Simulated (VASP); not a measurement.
## AlN: relaxation of shape and atoms at fixed volume with LDA

Crystal: AlN.

```
Al N
1.0
     3.11176    0.00000    0.00000
    -1.55588    2.69486    0.00000
     0.00000    0.00000    4.98069
Al N
2 2
Direct
  0.33333 0.66667 0.99903
  0.66667 0.33333 0.49903
  0.33333 0.66667 0.38097
  0.66667 0.33333 0.88097
```

The cell isn't the ideal one: a relaxed cell with its volume scaled by 1.02.

| Quantity | Value |
| --- | --- |
| Program | VASP 6.6.1 |
| Task | relaxation of shape and atoms at fixed volume |
| Functional | LDA |
| Potentials or basis | VASP PAW LDA potentials, release 64 (Al, N) |
| Cutoff | 600 eV |
| k mesh | 12 × 12 × 6 |
| Occupations | gaussian, width 0.03 eV |
| Spin | no spin polarisation |
| Further INCAR settings | ALGO = Normal; EDIFF = 1e-07; IBRION = 2; EDIFFG = -0.01; NSW = 40; ISIF = 4 |

The energy gained by relaxing is 0.0 meV/atom. The ionic steps are 2, the pressure after relaxing is -4.0 GPa and the largest force after relaxing is 0.008 eV/Å. The band gap on the k mesh is 4.23 eV, direct.

Forces in eV/Å, atoms in the order of the input:
```
Al   0.000  0.000  0.008
Al   0.000  0.000  0.008
N    0.000  0.000 -0.008
N    0.000  0.000 -0.008
```

Final structure:
```
Al N
1.0
     3.11086    0.00000    0.00000
    -1.55543    2.69409    0.00000
     0.00000    0.00000    4.98356
Al N
2 2
Direct
  0.33333 0.66667 0.99911
  0.66667 0.33333 0.49911
  0.33333 0.66667 0.38089
  0.66667 0.33333 0.88089
```

Levels at points of the mesh, in eV from the valence-band top:
| k point | band 6 | band 7 | band 8 | band 9 | band 10 | band 11 |
| --- | --- | --- | --- | --- | --- | --- |
| (0.00, 0.00, 0.00) | -0.21 | -0.21 | 0.00 | 4.23 | 6.55 | 10.47 |
| (0.50, 0.00, 0.00) | -2.11 | -1.80 | -0.70 | 5.66 | 5.68 | 8.08 |
| (0.00, 0.00, 0.50) | -0.55 | -0.55 | -0.55 | 6.42 | 6.42 | 10.14 |
| (0.50, 0.00, 0.50) | -1.48 | -1.38 | -1.38 | 5.19 | 5.19 | 9.07 |

Wall time 22 s on 1 thread of Intel(R) Xeon(R) 6975P-C (Granite Rapids) (shared host), peak memory 0.17 GiB.

A k mesh can miss the band edges.
